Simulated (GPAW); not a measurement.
Here is a GPAW 26.7.0 calculation.

run.py

```python
from ase.dft.bandgap import bandgap
from ase.io import read, write
from ase.units import Bohr, GPa
from gpaw import GPAW, PW, setup_paths
from gpaw.elf import elf_from_dft_calculation

setup_paths.insert(0, '.')

atoms = read('W.cif')

calc = GPAW(mode=PW(600),
            xc='PBEsol',
            kpts={'size': (7, 7, 7), 'gamma': True},
            occupations={'name': 'fermi-dirac', 'width': 0.05},
            nbands=49,
            convergence={'density': 1e-05, 'energy': 1e-05},
            maxiter=150,
            txt='gpaw.txt')
atoms.calc = calc
energy = atoms.get_potential_energy()
forces = atoms.get_forces()
stress = atoms.get_stress()
calc.write('gs.gpw')
write('result.traj', atoms)
print(f'Energy: {energy:.6f} eV')
print('Forces (eV/A):')
print(forces.round(4))
print('Stress (GPa):', (stress / GPa).round(3))
print('Fermi level:', round(calc.get_fermi_level(), 4), 'eV')
print(f'Gap: {bandgap(calc)[0]:.4f} eV, direct: {bandgap(calc, direct=True)[0]:.4f} eV')

# fields on the real-space grid
write('density.cube', atoms, data=calc.get_pseudo_density() * Bohr**3)
write('potential.cube', atoms, data=calc.get_electrostatic_potential())
write('elf.cube', atoms, data=elf_from_dft_calculation(calc).data)
```

File W.cif:

```cif
data_W
_cell_length_a 4.06000000
_cell_length_b 4.06000000
_cell_length_c 4.06000000
_cell_angle_alpha 90.00000000
_cell_angle_beta 90.00000000
_cell_angle_gamma 90.00000000
_space_group_name_H-M_alt 'Fm-3m'
_space_group_name_Hall '-F 4 2 3'
_space_group_IT_number 225
loop_
_space_group_symop_operation_xyz
'x,y,z'
'-x,-y,-z'
'-y,x,z'
'y,-x,-z'
'-x,-y,z'
'x,y,-z'
'y,-x,z'
'-y,x,-z'
'x,-y,-z'
'-x,y,z'
'-y,-x,-z'
'y,x,z'
'-x,y,-z'
'x,-y,z'
'y,x,-z'
'-y,-x,z'
'z,x,y'
'-z,-x,-y'
'z,-y,x'
'-z,y,-x'
'z,-x,-y'
'-z,x,y'
'z,y,-x'
'-z,-y,x'
'-z,x,-y'
'z,-x,y'
'-z,-y,-x'
'z,y,x'
'-z,-x,y'
'z,x,-y'
'-z,y,x'
'z,-y,-x'
'y,z,x'
'-y,-z,-x'
'x,z,-y'
'-x,-z,y'
'-y,z,-x'
'y,-z,x'
'-x,z,y'
'x,-z,-y'
'-y,-z,x'
'y,z,-x'
'-x,-z,-y'
'x,z,y'
'y,-z,-x'
'-y,z,x'
'x,-z,y'
'-x,z,-y'
'x,y+1/2,z+1/2'
'-x,-y+1/2,-z+1/2'
'-y,x+1/2,z+1/2'
'y,-x+1/2,-z+1/2'
'-x,-y+1/2,z+1/2'
'x,y+1/2,-z+1/2'
'y,-x+1/2,z+1/2'
'-y,x+1/2,-z+1/2'
'x,-y+1/2,-z+1/2'
'-x,y+1/2,z+1/2'
'-y,-x+1/2,-z+1/2'
'y,x+1/2,z+1/2'
[... 40 lines left out ...]
'-x+1/2,-y,z+1/2'
'x+1/2,y,-z+1/2'
'y+1/2,-x,z+1/2'
'-y+1/2,x,-z+1/2'
'x+1/2,-y,-z+1/2'
'-x+1/2,y,z+1/2'
'-y+1/2,-x,-z+1/2'
'y+1/2,x,z+1/2'
'-x+1/2,y,-z+1/2'
'x+1/2,-y,z+1/2'
'y+1/2,x,-z+1/2'
'-y+1/2,-x,z+1/2'
'z+1/2,x,y+1/2'
'-z+1/2,-x,-y+1/2'
'z+1/2,-y,x+1/2'
'-z+1/2,y,-x+1/2'
'z+1/2,-x,-y+1/2'
'-z+1/2,x,y+1/2'
'z+1/2,y,-x+1/2'
'-z+1/2,-y,x+1/2'
'-z+1/2,x,-y+1/2'
'z+1/2,-x,y+1/2'
'-z+1/2,-y,-x+1/2'
'z+1/2,y,x+1/2'
'-z+1/2,-x,y+1/2'
'z+1/2,x,-y+1/2'
'-z+1/2,y,x+1/2'
'z+1/2,-y,-x+1/2'
'y+1/2,z,x+1/2'
'-y+1/2,-z,-x+1/2'
'x+1/2,z,-y+1/2'
'-x+1/2,-z,y+1/2'
'-y+1/2,z,-x+1/2'
'y+1/2,-z,x+1/2'
'-x+1/2,z,y+1/2'
'x+1/2,-z,-y+1/2'
'-y+1/2,-z,x+1/2'
'y+1/2,z,-x+1/2'
'-x+1/2,-z,-y+1/2'
'x+1/2,z,y+1/2'
'y+1/2,-z,-x+1/2'
'-y+1/2,z,x+1/2'
'x+1/2,-z,y+1/2'
'-x+1/2,z,-y+1/2'
'x+1/2,y+1/2,z'
'-x+1/2,-y+1/2,-z'
'-y+1/2,x+1/2,z'
'y+1/2,-x+1/2,-z'
'-x+1/2,-y+1/2,z'
'x+1/2,y+1/2,-z'
'y+1/2,-x+1/2,z'
'-y+1/2,x+1/2,-z'
'x+1/2,-y+1/2,-z'
'-x+1/2,y+1/2,z'
'-y+1/2,-x+1/2,-z'
'y+1/2,x+1/2,z'
'-x+1/2,y+1/2,-z'
'x+1/2,-y+1/2,z'
'y+1/2,x+1/2,-z'
'-y+1/2,-x+1/2,z'
'z+1/2,x+1/2,y'
'-z+1/2,-x+1/2,-y'
'z+1/2,-y+1/2,x'
'-z+1/2,y+1/2,-x'
'z+1/2,-x+1/2,-y'
'-z+1/2,x+1/2,y'
'z+1/2,y+1/2,-x'
'-z+1/2,-y+1/2,x'
'-z+1/2,x+1/2,-y'
'z+1/2,-x+1/2,y'
'-z+1/2,-y+1/2,-x'
'z+1/2,y+1/2,x'
'-z+1/2,-x+1/2,y'
'z+1/2,x+1/2,-y'
'-z+1/2,y+1/2,x'
'z+1/2,-y+1/2,-x'
'y+1/2,z+1/2,x'
'-y+1/2,-z+1/2,-x'
'x+1/2,z+1/2,-y'
'-x+1/2,-z+1/2,y'
'-y+1/2,z+1/2,-x'
'y+1/2,-z+1/2,x'
'-x+1/2,z+1/2,y'
'x+1/2,-z+1/2,-y'
'-y+1/2,-z+1/2,x'
'y+1/2,z+1/2,-x'
'-x+1/2,-z+1/2,-y'
'x+1/2,z+1/2,y'
'y+1/2,-z+1/2,-x'
'-y+1/2,z+1/2,x'
'x+1/2,-z+1/2,y'
'-x+1/2,z+1/2,-y'
loop_
_atom_site_label
_atom_site_type_symbol
_atom_site_symmetry_multiplicity
_atom_site_Wyckoff_symbol
_atom_site_fract_x
_atom_site_fract_y
_atom_site_fract_z
_atom_site_occupancy
W1 W 4 a 0.0000000000 0.0000000000 0.0000000000 1
```

Potentials or basis: PAW data sets generated in the run's folder for this functional, pw.

Run with:

```bash
$ gpaw-setup -f PBEsol W
$ OMP_NUM_THREADS=1 python run.py
```

(1) What does it give for the pressure?

(2) Estimate the band gap on the k mesh.

Answers

(1) -12.9 GPa.

(2) none (metal or under the smearing width).
